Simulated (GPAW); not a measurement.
FePt (Tetraferroplatinum), 2 atoms in the cell. Symmetry: P4/mmm, No. 123, tetragonal system. Conventional cell: a = 2.724 Å, b = 2.724 Å, c = 3.720 Å, α = 90.00°, β = 90.00°, γ = 90.00°. Pt (site symmetry 4/mmm) has 8 Fe at 2.68 Å and 4 Pt at 2.72 Å as nearest neighbours. Fe (site symmetry 4/mmm) is surrounded by 8 Pt at 2.68 Å and 4 Fe at 2.72 Å. 

```yaml
Program: GPAW 26.7.0
Task: single point
Functional: PBE
Potentials_or_basis: GPAW PAW data sets (gpaw-data 1.2.1)
Cutoff: 600 eV
Basis: pw
k_mesh: 10 × 10 × 7
Occupations: fermi-dirac, width 0.05 eV
Spin: collinear spin, ferromagnetic start
Starting_moments: "[0.0, 4.5] μB"
Maxiter: 150
```

Potentials or basis: GPAW PAW data sets (gpaw-data 1.2.1), pw.

Run with:

```bash
$ OMP_NUM_THREADS=1 python run.py
```

Hardware: 1 thread of Arm Neoverse V2, with other jobs on the host.

Estimate the wall time of this run.

Wall time 72 s on 1 thread of Arm Neoverse V2, on a shared host, peak memory 0.21 GiB. Counts: scf iterations 15, plane waves 936, bands 24, k points 84.
